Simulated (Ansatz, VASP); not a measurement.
## ZnSe (Stilleite) in two plane-wave programs

Wanted: the spread between two codes on one cell, functional and k mesh. The cell is taken from a series of runs on this material, whose earlier steps may have relaxed, scaled, displaced or heated it; both programs get it as it stands.

Main program and level: Ansatz 0.2.0; plane waves, with VASP 6.6.1 beside it; zone-centre phonons at LDA.

## (1) The starting structure

Symmetry: Imm2, No. 44, orthorhombic system. Conventional cell: a = 3.938 Å, b = 4.055 Å, c = 5.463 Å, α = 90.00°, β = 90.00°, γ = 90.00°. Nearest to Zn lie 4 Se at 2.41 to 2.43 Å. Nearest to Se lie 4 Zn at 2.41 to 2.43 Å. Farther neighbours and most contacts between anions are not listed.

Coordinates:

```cif
data_structure
_symmetry_space_group_name_H-M 'Imm2'
_symmetry_Int_Tables_number 44
_cell_length_a 3.9384
_cell_length_b 4.0548
_cell_length_c 5.4631
_cell_angle_alpha 90.000
_cell_angle_beta 90.000
_cell_angle_gamma 90.000
_cell_volume 87.24
loop_
_atom_site_label
_atom_site_type_symbol
_atom_site_symmetry_multiplicity
_atom_site_Wyckoff_symbol
_atom_site_fract_x
_atom_site_fract_y
_atom_site_fract_z
_atom_site_occupancy
Zn1 Zn 2 a 0.00000 0.00000 0.00259 1
Se1 Se 2 b 0.00000 0.50000 0.24741 1
```

## (2) VASP: zone-centre phonons, LDA

Second derivatives magnify differences that forces hide, and they need a tight electronic threshold.

Lines of VASP's logs that name or quote its potential files are left out, and so is its time.

Input file INCAR:

```
SYSTEM = ZnSe
PREC = Accurate
ENCUT = 500
EDIFF = 1E-08
NELM = 120
ISMEAR = 0
SIGMA = 0.01
LREAL = .FALSE.
ALGO = Normal
GGA = CA
NBANDS = 15
LORBIT = 11
LWAVE = .FALSE.
LCHARG = .FALSE.
ISIF = 2
IBRION = 8
LASPH = .TRUE.
GGA_COMPAT = .FALSE.
EFERMI = MIDGAP
KPAR = 2
```

Input file POSCAR:

```
ZnSe
1.0
    0.0411739084      2.8260117801      2.7315701093
    2.8260117801      0.0411739084      2.7315701093
    2.8671856885      2.8671856885      0.0000000001
Zn Se
1 1
Direct
    0.9974073433      0.9974073433      0.0025926567
    0.7525926567      0.7525926567      0.7474073433
```

Input file KPOINTS:

```
Automatic mesh
0
Gamma
12 12 12
0 0 0
```

The projector-augmented-wave data sets are Zn and Se (LDA family, release 64).

Command:

```bash
> mpirun -np 2 vasp_std
```

Numbers of over 12 decimals in the logs are rounded to 6 here.

The log of the run:

```text
[banner, memory and clock lines left out]
running    2 mpi-ranks, on    1 nodes
 distrk:  each k-point on    1 cores,    2 groups
 distr:  one band on    1 cores,    1 groups

 POSCAR found type information on POSCAR ZnSe
 POSCAR found :  2 types and       2 ions
 LDA part: xc-table for (Slater(with rela. corr.)+CA(PZ))
 , standard interpolation
 POSCAR, INCAR and KPOINTS ok, starting setup
 FFT: planning ... GRIDC
 FFT: planning ... GRID_SOFT
 FFT: planning ... GRID
 WAVECAR not read
 entering main loop
       N       E                     dE             d eps       ncg     rms          rms(c)
DAV:   1     0.847497235680E+02    0.84750E+02   -0.87073E+03  8408   0.135E+03
DAV:   2    -0.218111798744E+01   -0.86931E+02   -0.82080E+02  9226   0.257E+02
DAV:   3    -0.762869034800E+01   -0.54476E+01   -0.54239E+01 10248   0.641E+01
DAV:   4    -0.767540006216E+01   -0.46710E-01   -0.46703E-01  9968   0.631E+00
DAV:   5    -0.767563787457E+01   -0.23781E-03   -0.23781E-03 10829   0.415E-01    0.518E+00
DAV:   6    -0.739483399347E+01    0.28080E+00   -0.59440E-01 12172   0.271E+01    0.392E+00
DAV:   7    -0.736888050115E+01    0.25953E-01   -0.16355E-01  9968   0.408E+00    0.162E+00
DAV:   8    -0.736449796279E+01    0.43825E-02   -0.35382E-03 12568   0.811E-01    0.422E-01
DAV:   9    -0.736394192262E+01    0.55604E-03   -0.94418E-04 10129   0.261E-01    0.590E-02
DAV:  10    -0.736395894185E+01   -0.17019E-04   -0.11312E-04 10207   0.114E-01    0.181E-02
DAV:  11    -0.736395242175E+01    0.65201E-05   -0.14650E-05 12851   0.635E-02    0.415E-03
DAV:  12    -0.736395247380E+01   -0.52051E-07   -0.25329E-06  9961   0.118E-02    0.120E-03
DAV:  13    -0.736395249053E+01   -0.16722E-07   -0.10766E-07 10444   0.336E-03    0.471E-04
DAV:  14    -0.736395249129E+01   -0.76693E-09   -0.26834E-09  6279   0.636E-04
   1 F= -.73639525E+01 E0= -.73639525E+01  d E =0.000000E+00
 Linear response reoptimize wavefunctions to high precision
DAV:   1    -0.736395249098E+01    0.31241E-09   -0.12331E-09  8015   0.690E-04
DAV:   2    -0.736395249101E+01   -0.27285E-10   -0.43368E-10  4935   0.160E-04
 Linear response DOF=           4
 Linear response progress:
  Degree of freedom:   1/  4
       N       E                     dE             d eps       ncg     rms          rms(c)
RMM:   1    -0.212997840372E+00   -0.21300E+00   -0.10291E-02 36378   0.205E+00
RMM:   2    -0.211177785434E+00    0.18201E-02   -0.25394E-03 41596   0.385E-01    0.887E-02
RMM:   3    -0.210934595638E+00    0.24319E-03   -0.36476E-05 47304   0.480E-02    0.532E-02
RMM:   4    -0.210637106812E+00    0.29749E-03   -0.16375E-05 49124   0.277E-02    0.265E-03
RMM:   5    -0.210653870729E+00   -0.16764E-04   -0.49499E-07 50531   0.514E-03    0.752E-04
RMM:   6    -0.210652694960E+00    0.11758E-05   -0.54177E-08 51402   0.101E-03    0.330E-04
RMM:   7    -0.210652446190E+00    0.24877E-06   -0.49057E-09 50987   0.302E-04    0.346E-05
RMM:   8    -0.210652107192E+00    0.33900E-06   -0.31695E-09 50708   0.104E-04    0.112E-05
RMM:   9    -0.210652110726E+00   -0.35347E-08    0.42694E-11 52348   0.388E-05    0.364E-06
 first order change of Fermi-energy  -0.14450E-04
 force on displaced ion       1 direction 1 :  -6.149   0.178  -0.000
 Linear response progress:
  Degree of freedom:   2/  4
       N       E                     dE             d eps       ncg     rms          rms(c)
RMM:   1    -0.212724567088E+00   -0.21272E+00   -0.85628E-03 11756   0.205E+00
RMM:   2    -0.211023767020E+00    0.17008E-02   -0.23881E-03 13337   0.373E-01    0.868E-02
RMM:   3    -0.210776115962E+00    0.24765E-03   -0.35880E-05 15101   0.472E-02    0.522E-02
RMM:   4    -0.210475519979E+00    0.30060E-03   -0.17265E-05 15518   0.289E-02    0.285E-03
RMM:   5    -0.210488173277E+00   -0.12653E-04   -0.51850E-07 16132   0.523E-03    0.117E-03
RMM:   6    -0.210490838889E+00   -0.26656E-05   -0.49488E-08 16221   0.156E-03    0.314E-04
RMM:   7    -0.210489799959E+00    0.10389E-05   -0.61968E-10 16182   0.307E-04    0.141E-04
RMM:   8    -0.210489776625E+00    0.23334E-07    0.23580E-09 15463   0.127E-04    0.127E-05
RMM:   9    -0.210489766593E+00    0.10032E-07    0.10296E-09 15997   0.427E-05    0.482E-06
RMM:  10    -0.210489772573E+00   -0.59804E-08    0.19022E-09 15538   0.186E-05    0.208E-06
 first order change of Fermi-energy   0.57942E-01
 force on displaced ion       1 direction 3 :   0.000   0.000  -6.002
 Linear response progress:
  Degree of freedom:   3/  4
       N       E                     dE             d eps       ncg     rms          rms(c)
RMM:   1    -0.825994729466E-01   -0.82599E-01    0.10579E-01 63525   0.175E+00
RMM:   2    -0.820202147507E-01    0.57926E-03   -0.32521E-03 40856   0.503E-01    0.121E-01
RMM:   3    -0.821836123499E-01   -0.16340E-03   -0.18007E-04 45995   0.104E-01    0.660E-02
RMM:   4    -0.824741529492E-01   -0.29054E-03   -0.44949E-05 46512   0.460E-02    0.823E-03
RMM:   5    -0.824794376407E-01   -0.52847E-05   -0.17951E-06 46923   0.909E-03    0.391E-03
RMM:   6    -0.824706988465E-01    0.87388E-05   -0.12885E-07 46727   0.239E-03    0.173E-03
RMM:   7    -0.824664462875E-01    0.42526E-05   -0.34381E-08 47616   0.928E-04    0.335E-04
RMM:   8    -0.824684627933E-01   -0.20165E-05   -0.66397E-09 48369   0.307E-04    0.473E-05
RMM:   9    -0.824686278122E-01   -0.16502E-06   -0.43751E-09 49128   0.100E-04    0.128E-05
RMM:  10    -0.824685283595E-01    0.99453E-07    0.13571E-11 49060   0.271E-05    0.441E-06
RMM:  11    -0.824685426362E-01   -0.14277E-07   -0.94108E-10 42835   0.123E-05    0.211E-06
RMM:  12    -0.824685472691E-01   -0.46329E-08    0.38308E-10 27690   0.748E-06    0.245E-07
 first order change of Fermi-energy   0.93269E-04
 force on displaced ion       2 direction 1 :  -6.144   0.190  -0.001
 Linear response progress:
  Degree of freedom:   4/  4
       N       E                     dE             d eps       ncg     rms          rms(c)
RMM:   1    -0.824929489830E-01   -0.82493E-01    0.10226E-01 20097   0.174E+00
RMM:   2    -0.818785955368E-01    0.61435E-03   -0.32126E-03 13337   0.496E-01    0.117E-01
RMM:   3    -0.820343090034E-01   -0.15571E-03   -0.16475E-04 14697   0.102E-01    0.646E-02
RMM:   4    -0.823129621600E-01   -0.27865E-03   -0.38567E-05 14912   0.435E-02    0.790E-03
RMM:   5    -0.823210071163E-01   -0.80450E-05   -0.15354E-06 15025   0.813E-03    0.383E-03
RMM:   6    -0.823121418423E-01    0.88653E-05   -0.12115E-07 14878   0.210E-03    0.143E-03
RMM:   7    -0.823086017974E-01    0.35400E-05    0.68642E-09 15021   0.793E-04    0.259E-04
RMM:   8    -0.823104057111E-01   -0.18039E-05    0.12666E-08 15440   0.254E-04    0.342E-05
RMM:   9    -0.823105130703E-01   -0.10736E-06    0.80276E-09 15516   0.810E-05    0.112E-05
RMM:  10    -0.823104081472E-01    0.10492E-06    0.16598E-08 15241   0.235E-05    0.591E-06
RMM:  11    -0.823104301638E-01   -0.22017E-07    0.10144E-08 14073   0.116E-05    0.185E-06
RMM:  12    -0.823104372249E-01   -0.70611E-08    0.13195E-08 10506   0.653E-06    0.449E-07
 first order change of Fermi-energy  -0.57391E-01
 force on displaced ion       2 direction 3 :  -0.000  -0.000  -6.021
 Linear response finished
```

OUTCAR, selected parts (step 2):

```text
ion  position               nearest neighbor table
   1  0.997  0.997  0.003-   2 2.41   2 2.41   2 2.43   2 2.43
   2  0.753  0.753  0.747-   1 2.41   1 2.41   1 2.43   1 2.43

  LATTYP: Found a body centered orthorhombic cell.
 ALAT       =     3.9383554872
 B/A-ratio  =     1.0295700578
 C/A-ratio  =     1.3871627984

 Subroutine GETGRP returns: Found  4 space group operations
 (whereof  4 operations were pure point group operations)

The static configuration has the point symmetry C_2v.

 Found    280 irreducible k-points:

   k-points           NKPTS =    280   k-points in BZ     NKDIM =    280   number of bands    NBANDS=     15

   dimension x,y,z NGX =    30 NGY =   30 NGZ =   30
   dimension x,y,z NGXF=    60 NGYF=   60 NGZF=   60

   ENCUT  =  500.0 eV  36.75 Ry    6.06 a.u.   7.17  7.17  7.39*2*pi/ulx,y,z

   NELECT =      18.0000    total number of electrons

 k-points in reciprocal lattice and weights: Automatic mesh
   0.00000000  0.00000000  0.00000000       0.001
   0.08333333 -0.00000000  0.00000000       0.002
   0.16666667  0.00000000  0.00000000       0.002
   0.25000000  0.00000000 -0.00000000       0.002
   0.33333333 -0.00000000  0.00000000       0.002
   0.41666667  0.00000000  0.00000000       0.002
   0.50000000  0.00000000 -0.00000000       0.001
   0.08333333  0.08333333  0.00000000       0.001
   0.16666667  0.08333333  0.00000000       0.002
[...]
0.25000000  0.25000000  0.50000000       0.001
  -0.25000000  0.25000000  0.50000000       0.001

 average (electrostatic) potential at core
       1 -37.9297       2 -61.8834

  Total       -0.2316840     -0.2316840      0.0962322     -0.3331260     -0.0000000     -0.0000000
  in kB       -8.5095894     -8.5095894      3.5345411    -12.2354805     -0.0000000     -0.0000000
  external PRESSURE =      -4.4948793 kB  Pullay stress =       0.0000000 kB

  energy-cutoff  :      500.00
  volume of cell :       43.62
      direct lattice vectors                 reciprocal lattice vectors
     0.041173908  2.826011780  2.731570109    -0.179543666  0.179543666  0.183044908
     2.826011780  0.041173908  2.731570109     0.179543666 -0.179543666  0.183044908
     2.867185689  2.867185689  0.000000000     0.174387031  0.174387031 -0.183044908

 POSITION                                       TOTAL-FORCE (eV/Angst)
 -----------------------------------------------------------------------------------
      2.86719      2.86719      5.44898         0.000000      0.000000     -0.003537
      4.30078      4.30078      4.11152        -0.000000     -0.000000      0.003537
 -----------------------------------------------------------------------------------
    total drift:                                0.000000      0.000000     -0.000999

 Eigenvectors and eigenvalues of the dynamical matrix
 ----------------------------------------------------

   1 f  =    6.576653 THz    41.322332 2PiTHz  219.373544 cm-1    27.198841 meV
             X         Y         Z           dx          dy          dz
      2.867186  2.867186  5.448976    -0.522854    0.522854    0.000000
      4.300779  4.300779  4.111519     0.476051   -0.476051   -0.000000

   2 f  =    6.408736 THz    40.267278 2PiTHz  213.772434 cm-1    26.504392 meV
             X         Y         Z           dx          dy          dz
      2.867186  2.867186  5.448976     0.000000    0.000000    0.739071
      4.300779  4.300779  4.111519    -0.000000   -0.000000   -0.673628

   3 f  =    6.383414 THz    40.108173 2PiTHz  212.927773 cm-1    26.399667 meV
             X         Y         Z           dx          dy          dz
      2.867186  2.867186  5.448976     0.523311    0.523311   -0.000000
      4.300779  4.300779  4.111519    -0.475548   -0.475548    0.000000

   4 f/i=    0.001666 THz     0.010466 2PiTHz    0.055562 cm-1     0.006889 meV
             X         Y         Z           dx          dy          dz
      2.867186  2.867186  5.448976     0.476051   -0.476051    0.000000
      4.300779  4.300779  4.111519     0.522854   -0.522854    0.000000

   5 f/i=    0.004521 THz     0.028408 2PiTHz    0.150813 cm-1     0.018698 meV
             X         Y         Z           dx          dy          dz
      2.867186  2.867186  5.448976     0.475548    0.475548   -0.000000
      4.300779  4.300779  4.111519     0.523311    0.523311   -0.000000

   6 f/i=    0.005010 THz     0.031478 2PiTHz    0.167112 cm-1     0.020719 meV
             X         Y         Z           dx          dy          dz
      2.867186  2.867186  5.448976    -0.000000   -0.000000   -0.673628
      4.300779  4.300779  4.111519    -0.000000   -0.000000   -0.739071

 ELASTIC MODULI CONTR FROM IONIC RELAXATION (kBar)
 Direction    XX          YY          ZZ          XY          YZ          ZX
 --------------------------------------------------------------------------------
 XX          -1.7443     -1.7443     -2.0846     18.7858      0.0000      0.0000
 YY          -1.7443     -1.7443     -2.0846     18.7858      0.0000      0.0000
 ZZ          -2.0846     -2.0846     -2.4912     22.4502     -0.0000     -0.0000
 XY          18.7858     18.7858     22.4502   -202.3154     -0.0000     -0.0000
 YZ           0.0000      0.0000     -0.0000     -0.0000   -209.5213     22.6824
 ZX           0.0000      0.0000     -0.0000     -0.0000     22.6824   -200.5848
 --------------------------------------------------------------------------------
```

(Part 1 of 2 ends here.)

[Lines on the potential files, build, host, timing and source positions are cut from VASP's logs without a mark.]

[Logs are printed without paths, hosts, clocks, repeated set-up lines and the standing remarks that a program may print on its own settings, such as how far it seeks lower states.]

[Hosts, paths, dates, database ids (printed as entryN), source tags and the programs' standing remarks are cut or masked in the printed files.]
